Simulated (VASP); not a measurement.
# Ir (P6_3/mmc) in VASP: a series of runs

Runs on Ir. Level: PBE. Tasks: single point.

All numbers are computed with VASP 6.6.1; they aren't measurements. Logs are shortened: lines on timing, memory, paths and dates and some standing lists are left out, and cuts for length are marked.

### 1 Starting point

The structure is hexagonal, space group P6_3/mmc (No. 194). Conventional cell: a = 2.751 Å, b = 2.751 Å, c = 4.462 Å, α = 90.00°, β = 90.00°, γ = 120.00°. Around Ir (site symmetry -6m2) lie 12 Ir at 2.74 to 2.75 Å.

This isn't the form of Ir at room conditions, which is fcc.

### 2 Single point, PBE

File INCAR:

```
SYSTEM = Ir
ADDGRID = .FALSE. ; ALGO = Normal
EDIFF = 1E-6 ; ENCUT = 400
GGA = PE ; ISIF = 2
ISMEAR = 0 ; LASPH = .TRUE.
LCHARG = .FALSE. ; LREAL = .FALSE.
LWAVE = .FALSE. ; NELM = 100
PREC = Accurate ; SIGMA = 0.2
```

File KPOINTS:

```
k-points
0
G
  4 4 3
  0 0 0
```

File POSCAR:

```
Ir
1.0
    2.7513778946      0.0000000000      0.0000000000
   -1.3756889473      2.3827631521      0.0000000000
    0.0000000000      0.0000000000      4.4622900000
Ir
2
Direct
    0.3333333333      0.6666666667      0.2500000000
    0.6666666667      0.3333333333      0.7500000000
```

Potentials or basis: VASP PAW PBE potentials, release 64 (Ir).

Command:

```bash
> cat potpaw_PBE.64/Ir/POTCAR > POTCAR
> mpirun -np 1 vasp_std > vasp.out
```

OUTCAR:

```text
SYSTEM = Ir
   EDIFF = 1E-6
   ENCUT = 400
   GGA = PE
   ISIF = 2
   ISMEAR = 0
   LASPH = .TRUE.
   LREAL = .FALSE.
   NELM = 100
   PREC = Accurate

 Found      8 irreducible k-points:

 Following reciprocal coordinates:
            Coordinates               Weight
  0.000000  0.000000  0.000000      1.000000
  0.250000  0.000000  0.000000      6.000000
  0.500000  0.000000  0.000000      3.000000
  0.250000  0.250000  0.000000      6.000000
  0.000000  0.000000  0.333333      2.000000
  0.250000  0.000000  0.333333     12.000000
   k-points           NKPTS =      8   k-points in BZ     NKDIM =      8   number of bands    NBANDS=     13
   number of dos      NEDOS =    301   number of ions     NIONS =      2
   total plane-waves  NPLWV =   9720
   dimension x,y,z NGX =    18 NGY =   18 NGZ =   30
   dimension x,y,z NGXF=    36 NGYF=   36 NGZF=   60
   ions per type =               2
   NGX,Y,Z   is equivalent  to a cutoff of  10.88, 10.88, 11.18 a.u.
   NGXF,Y,Z  is equivalent  to a cutoff of  21.75, 21.75, 22.35 a.u.
 SYSTEM =  Ir
   PREC   = accura    normal or accurate (medium, high low for compatibility)
   ISTART =      0    job   : 0-new  1-cont  2-samecut
   ICHARG =      2    charge: 1-file 2-atom 10-const
   ISPIN  =      1    spin polarized calculation?
   LNONCOLLINEAR =      F non collinear calculations
   LSORBIT =      F    spin-orbit coupling
   LASPH  =      T    aspherical Exc in radial PAW
   ENCUT  =  400.0 eV  29.40 Ry    5.42 a.u.   4.49  4.49  7.28*2*pi/ulx,y,z
   NELM   =    100;   NELMIN=  2; NELMDL= -5     # of ELM steps
   EDIFF  = 0.1E-05   stopping-criterion for ELM
[... 8 lines left out ...]
   TEBEG  =    0.0;   TEEND  =   0.0 temperature during run
   PSTRESS=    0.0 pullay stress
   NELECT =      18.0000    total number of electrons
   NUPDOWN=      -1.0000    fix difference up-down
   EMIN   =  10.00;   EMAX   =-10.00  energy-range for DOS
   EFERMI =   0.00;   METHOD = LEGACY
   ISMEAR =     0;   SIGMA  =   0.20  broadening in eV -4-tet -1-fermi 0-gaus
   EFERMI_NEDOS =   21; number of points for ismear=-14 and -15
   IALGO  =     38    algorithm
   IMIX   =      4    mixing-type and parameters
     AMIX     =   0.40;   BMIX     =  1.00
     AMIX_MAG =   1.60;   BMIX_MAG =  1.00
  volume/ion in A,a.u.               =      14.63        98.71
  Fermi-wavevector in a.u.,A,eV,Ry     =   1.392417  2.631287 26.379323  1.938826
  Thomas-Fermi vector in A             =   2.516162
   LORBIT       =      0    0 simple, 1 ext, 2 COOP (PROOUT), +10 PAW based schemes
   GGA     = PE    functional components
   LHFCALC =     F    Hartree Fock is set to
   AEXX    =    0.0000 exact exchange contribution
   IVDW    =     0    specifies the selected vdW correction
   LEPSILON=     F    determine dielectric tensor
   LRPA    =     F    only Hartree local field effects (RPA)
 non-spin polarized calculation
 Gauss-broadening in eV      SIGMA  =   0.20
  energy-cutoff  :      400.00
  volume of cell :       29.25
 maximum number of plane-waves:       549
 NGX is ok and might be reduce to    18
   NGX =  9   NGY =  9   NGZ = 15

 number of electron      18.0000005 magnetization

 Free energy of the ion-electron system (eV)
  ---------------------------------------------------
  ext. energy  EPLUGINS =         0.00000000
  ---------------------------------------------------
  free energy    TOTEN  =       -17.97954061 eV

  energy without entropy =      -17.92735635  energy(sigma->0) =      -17.95344848

 E-fermi :   9.9737     XC(G=0): -13.7826

 val. band max:        9.8176876426   @ k =   0.2500   0.2500   0.3333
 cond. band min:      10.0372957343   @ k =   0.0000   0.0000   0.3333
 fundamental gap:      0.2196080917
 Fermi energy:         9.9736598801

 k-point     1 :       0.0000    0.0000    0.0000
  band No.  band energies     occupation
      1      -0.9287      2.00000
      2       2.1123      2.00000
      3       6.2499      2.00000
      4       6.2655      2.00000
      5       6.2655      2.00000
      6       6.8893      2.00000
      7       6.8893      2.00000
      8       7.7273      2.00000
      9       7.7273      2.00000
     10       9.2392      2.00000
     11      10.2539      0.04752
     12      10.2539      0.04752
     13      16.7813      0.00000

 k-point     2 :       0.2500    0.0000    0.0000
  band No.  band energies     occupation
      1       1.1207      2.00000
      2       3.3345      2.00000
      3       5.0294      2.00000
      4       5.2396      2.00000
      5       6.1479      2.00000
      6       6.7589      2.00000
      7       7.2257      2.00000
      8       8.0625      2.00000
      9       8.0899      2.00000
     10       8.5721      2.00000
     11      10.7138      0.00000
     12      15.7906      0.00000
     13      16.4594      0.00000

 k-point     3 :       0.5000    0.0000    0.0000
  band No.  band energies     occupation
      1       2.6915      2.00000
      2       2.7939      2.00000
      3       3.3908      2.00000
      4       6.0574      2.00000
      5       6.5825      2.00000
      6       6.6695      2.00000
      7       7.1407      2.00000
      8      10.5989      0.00001
      9      10.9096      0.00000
     10      10.9916      0.00000
     11      12.8065      0.00000
     12      14.2074      0.00000
     13      17.9895      0.00000

 k-point     4 :       0.2500    0.2500    0.0000
  band No.  band energies     occupation
      1       3.6121      2.00000
      2       3.6854      2.00000
      3       4.3438      2.00000
      4       4.5613      2.00000
      5       5.7155      2.00000
      6       6.6358      2.00000
      7       7.0012      2.00000
      8       8.9122      2.00000
      9      10.4357      0.00109
     10      10.5309      0.00008
     11      12.4049      0.00000
     12      16.5418      0.00000
     13      18.1705      0.00000

 k-point     5 :       0.0000    0.0000    0.3333
  band No.  band energies     occupation
      1       0.1930      2.00000
      2       1.9536      2.00000
      3       5.8341      2.00000
      4       6.0614      2.00000
      5       6.0614      2.00000
      6       6.4300      2.00000
      7       6.4300      2.00000
      8       6.5913      2.00000
      9       8.7887      2.00000
     10       8.7887      2.00000
     11      10.0373      0.65273
     12      10.0373      0.65273
     13      21.3451      0.00000

 k-point     6 :       0.2500    0.0000    0.3333
  band No.  band energies     occupation
      1       1.8699      2.00000
      2       3.4116      2.00000
      3       4.4038      2.00000
      4       5.2583      2.00000
      5       5.7811      2.00000
      6       6.7499      2.00000
      7       7.0568      2.00000
      8       7.9127      2.00000
      9       8.8383      2.00000
     10       9.1511      2.00000
     11      10.1197      0.30168
     12      11.8762      0.00000
     13      20.9599      0.00000

 [... further k-points ...]
[... 5 lines left out ...]
  --------------------------------------------------------------------------------------
  -------------------------------------------------------------------------------------
  Total       -1.7578527     -1.7578527      1.1558852     -0.0000000      0.0000000      0.0000000
  in kB      -96.2729241    -96.2729241     63.3047626     -0.0000000      0.0000000      0.0000000
  external PRESSURE =     -43.0803619 kB  Pullay stress =       0.0000000 kB

 VOLUME and BASIS-vectors are now :
 -----------------------------------------------------------------------------
  energy-cutoff  :      400.00
  volume of cell :       29.25
      direct lattice vectors                 reciprocal lattice vectors
     2.751377895  0.000000000  0.000000000     0.363454254  0.209840411  0.000000000
    -1.375688947  2.382763152  0.000000000     0.000000000  0.419680823  0.000000000
     0.000000000  0.000000000  4.462290000     0.000000000  0.000000000  0.224100182

 POSITION                                       TOTAL-FORCE (eV/Angst)
 -----------------------------------------------------------------------------------
     -0.00000      1.58851      1.11557         0.000000      0.000000      0.000000
      1.37569      0.79425      3.34672        -0.000000     -0.000000      0.000000
 -----------------------------------------------------------------------------------
    total drift:                                0.000000     -0.000000     -0.000000

  FREE ENERGIE OF THE ION-ELECTRON SYSTEM (eV)
  ---------------------------------------------------
  free  energy   TOTEN  =       -17.9795406134 eV

  energy  without entropy=      -17.9273563532  energy(sigma->0) =      -17.95344848
```

It took 5.8 s on 1 thread of Intel Xeon Platinum 8375C at 2.90GHz (Ice Lake), shared host; peak memory 0.12 GiB.

These settings aren't checked as converged: the numbers below hold their error.

What came out:

```
Free energy            : -17.9795 eV
Pressure               : -4.3 GPa
Band gap on the k mesh : none (metal or under the smearing width)
```

Caveat: the k mesh is coarse (spacing up to 0.66 Å⁻¹), so the values aren't converged.

### 3 Single point, PBE

INCAR is that of step 2.

KPOINTS is that of step 2.

File POSCAR:

```
Ir
1.0
    2.7513778946      0.0000000000      0.0000000000
   -1.3756889473      2.3827631521      0.0000000000
    0.0000000000      0.0000000000      4.4622900000
Ir
2
Direct
    0.3583140000      0.6617470000      0.2121330000
    0.6598720000      0.3587530000      0.7691070000
```

Potentials or basis: VASP PAW PBE potentials, release 64 (Ir).

Command:

```bash
> cat potpaw_PBE.64/Ir/POTCAR > POTCAR
> mpirun -np 1 vasp_std > vasp.out
```

OUTCAR:

```text
SYSTEM = Ir
   EDIFF = 1E-6
   ENCUT = 400
   GGA = PE
   ISIF = 2
   ISMEAR = 0
   LASPH = .TRUE.
   LREAL = .FALSE.
   NELM = 100
   PREC = Accurate

 Found     26 irreducible k-points:

 Following reciprocal coordinates:
            Coordinates               Weight
  0.000000  0.000000  0.000000      1.000000
  0.250000  0.000000  0.000000      2.000000
  0.000000  0.250000  0.000000      2.000000
 -0.250000  0.250000  0.000000      2.000000
  0.500000  0.000000  0.000000      1.000000
  0.000000  0.500000  0.000000      1.000000
   k-points           NKPTS =     26   k-points in BZ     NKDIM =     26   number of bands    NBANDS=     13
   number of dos      NEDOS =    301   number of ions     NIONS =      2
   total plane-waves  NPLWV =   9720
   dimension x,y,z NGX =    18 NGY =   18 NGZ =   30
   dimension x,y,z NGXF=    36 NGYF=   36 NGZF=   60
   ions per type =               2
   NGX,Y,Z   is equivalent  to a cutoff of  10.88, 10.88, 11.18 a.u.
   NGXF,Y,Z  is equivalent  to a cutoff of  21.75, 21.75, 22.35 a.u.
 SYSTEM =  Ir
   PREC   = accura    normal or accurate (medium, high low for compatibility)
   ISTART =      0    job   : 0-new  1-cont  2-samecut
   ICHARG =      2    charge: 1-file 2-atom 10-const
   ISPIN  =      1    spin polarized calculation?
   LNONCOLLINEAR =      F non collinear calculations
   LSORBIT =      F    spin-orbit coupling
   LASPH  =      T    aspherical Exc in radial PAW
   ENCUT  =  400.0 eV  29.40 Ry    5.42 a.u.   4.49  4.49  7.28*2*pi/ulx,y,z
   NELM   =    100;   NELMIN=  2; NELMDL= -5     # of ELM steps
   EDIFF  = 0.1E-05   stopping-criterion for ELM
[... 8 lines left out ...]
   TEBEG  =    0.0;   TEEND  =   0.0 temperature during run
   PSTRESS=    0.0 pullay stress
   NELECT =      18.0000    total number of electrons
   NUPDOWN=      -1.0000    fix difference up-down
   EMIN   =  10.00;   EMAX   =-10.00  energy-range for DOS
   EFERMI =   0.00;   METHOD = LEGACY
   ISMEAR =     0;   SIGMA  =   0.20  broadening in eV -4-tet -1-fermi 0-gaus
   EFERMI_NEDOS =   21; number of points for ismear=-14 and -15
   IALGO  =     38    algorithm
   IMIX   =      4    mixing-type and parameters
     AMIX     =   0.40;   BMIX     =  1.00
     AMIX_MAG =   1.60;   BMIX_MAG =  1.00
  volume/ion in A,a.u.               =      14.63        98.71
  Fermi-wavevector in a.u.,A,eV,Ry     =   1.392417  2.631287 26.379323  1.938826
  Thomas-Fermi vector in A             =   2.516162
   LORBIT       =      0    0 simple, 1 ext, 2 COOP (PROOUT), +10 PAW based schemes
   GGA     = PE    functional components
   LHFCALC =     F    Hartree Fock is set to
   AEXX    =    0.0000 exact exchange contribution
   IVDW    =     0    specifies the selected vdW correction
   LEPSILON=     F    determine dielectric tensor
   LRPA    =     F    only Hartree local field effects (RPA)
 non-spin polarized calculation
 Gauss-broadening in eV      SIGMA  =   0.20
  energy-cutoff  :      400.00
  volume of cell :       29.25
 maximum number of plane-waves:       549
 NGX is ok and might be reduce to    18
   NGX =  9   NGY =  9   NGZ = 15

 number of electron      18.0000003 magnetization

 Free energy of the ion-electron system (eV)
  ---------------------------------------------------
  ext. energy  EPLUGINS =         0.00000000
  ---------------------------------------------------
  free energy    TOTEN  =       -17.38054159 eV

  energy without entropy =      -17.34569710  energy(sigma->0) =      -17.36311934

 E-fermi :  10.1059     XC(G=0): -13.7435

 val. band max:       10.0552571775   @ k =   0.2500   0.5000   0.3333
 cond. band min:      10.1200697595   @ k =   0.0000   0.0000   0.3333
 fundamental gap:      0.0648125819
 Fermi energy:        10.1058912913

 k-point     1 :       0.0000    0.0000    0.0000
  band No.  band energies     occupation
      1      -0.9611      2.00000
      2       1.9041      2.00000
      3       5.8884      2.00000
      4       5.9622      2.00000
      5       6.0527      2.00000
      6       6.2881      2.00000
      7       6.6919      2.00000
      8       7.7548      2.00000
      9       8.4311      2.00000
     10       9.6084      1.99957
     11       9.9604      1.69645
     12      10.8644      0.00000
     13      16.0742      0.00000

 k-point     2 :       0.2500    0.0000    0.0000
  band No.  band energies     occupation
      1       1.0507      2.00000
      2       3.0297      2.00000
      3       4.3797      2.00000
      4       5.5902      2.00000
      5       5.9553      2.00000
      6       6.2665      2.00000
      7       7.6022      2.00000
      8       7.8599      2.00000
      9       8.1299      2.00000
     10       8.7986      2.00000
     11      10.9654      0.00000
     12      15.7340      0.00000
     13      16.4062      0.00000

 k-point     3 :       0.0000    0.2500    0.0000
  band No.  band energies     occupation
      1       1.0520      2.00000
      2       3.0340      2.00000
      3       4.3819      2.00000
      4       5.5854      2.00000
      5       5.9523      2.00000
      6       6.2719      2.00000
      7       7.5964      2.00000
      8       7.8607      2.00000
      9       8.1294      2.00000
     10       8.7982      2.00000
     11      10.9571      0.00000
     12      15.7432      0.00000
     13      16.4067      0.00000

 k-point     4 :      -0.2500    0.2500    0.0000
  band No.  band energies     occupation
      1       1.1192      2.00000
      2       3.2342      2.00000
      3       4.5344      2.00000
      4       5.2557      2.00000
      5       6.0644      2.00000
      6       6.4786      2.00000
      7       7.0137      2.00000
      8       7.8491      2.00000
      9       8.2895      2.00000
     10       8.7016      2.00000
     11      10.7643      0.00000
     12      16.0580      0.00000
     13      16.5943      0.00000

 k-point     5 :       0.5000    0.0000    0.0000
  band No.  band energies     occupation
      1       2.3597      2.00000
      2       2.5013      2.00000
      3       3.1249      2.00000
      4       5.6473      2.00000
      5       6.9923      2.00000
      6       7.0258      2.00000
      7       7.2825      2.00000
      8      10.5741      0.00093
      9      10.6517      0.00011
     10      11.1792      0.00000
     11      12.5736      0.00000
     12      14.4175      0.00000
     13      17.1155      0.00000

 k-point     6 :       0.0000    0.5000    0.0000
  band No.  band energies     occupation
      1       2.3622      2.00000
      2       2.5072      2.00000
      3       3.1302      2.00000
      4       5.6518      2.00000
      5       6.9831      2.00000
      6       7.0129      2.00000
      7       7.2792      2.00000
      8      10.5702      0.00103
      9      10.6517      0.00011
     10      11.1753      0.00000
     11      12.5828      0.00000
     12      14.4094      0.00000
     13      17.1274      0.00000

 [... further k-points ...]
[... 5 lines left out ...]
  --------------------------------------------------------------------------------------
  -------------------------------------------------------------------------------------
  Total        0.0874306     -0.6403680      5.8171488     -0.6510341      0.9102973     -1.6081982
  in kB        4.7883442    -35.0712555    318.5897841    -35.6554066     49.8545661    -88.0767401
  external PRESSURE =      96.1022909 kB  Pullay stress =       0.0000000 kB

 VOLUME and BASIS-vectors are now :
 -----------------------------------------------------------------------------
  energy-cutoff  :      400.00
  volume of cell :       29.25
      direct lattice vectors                 reciprocal lattice vectors
     2.751377895  0.000000000  0.000000000     0.363454254  0.209840411  0.000000000
    -1.375688947  2.382763152  0.000000000     0.000000000  0.419680823  0.000000000
     0.000000000  0.000000000  4.462290000     0.000000000  0.000000000  0.224100182

 POSITION                                       TOTAL-FORCE (eV/Angst)
 -----------------------------------------------------------------------------------
      0.07550      1.57679      0.94660        -0.879532      0.497556      4.677091
      1.32202      0.85482      3.43198         0.879532     -0.497556     -4.677091
 -----------------------------------------------------------------------------------
    total drift:                                0.000001      0.000001     -0.000000

  FREE ENERGIE OF THE ION-ELECTRON SYSTEM (eV)
  ---------------------------------------------------
  free  energy   TOTEN  =       -17.3805415856 eV

  energy  without entropy=      -17.3456970956  energy(sigma->0) =      -17.36311934
```

It took 11 s on 1 thread of Intel Xeon Platinum 8375C at 2.90GHz (Ice Lake), shared host; peak memory 0.13 GiB.

These settings aren't checked as converged: the numbers below hold their error.

Results:

* Free energy: -17.3805 eV
* Pressure: 9.6 GPa
* Largest force: 4.785 eV/Å
* Band gap on the k mesh: none (metal or under the smearing width)

Caveat: the k mesh is coarse (spacing up to 0.66 Å⁻¹), so the values aren't converged.

(Continued in part 2 of 2.)
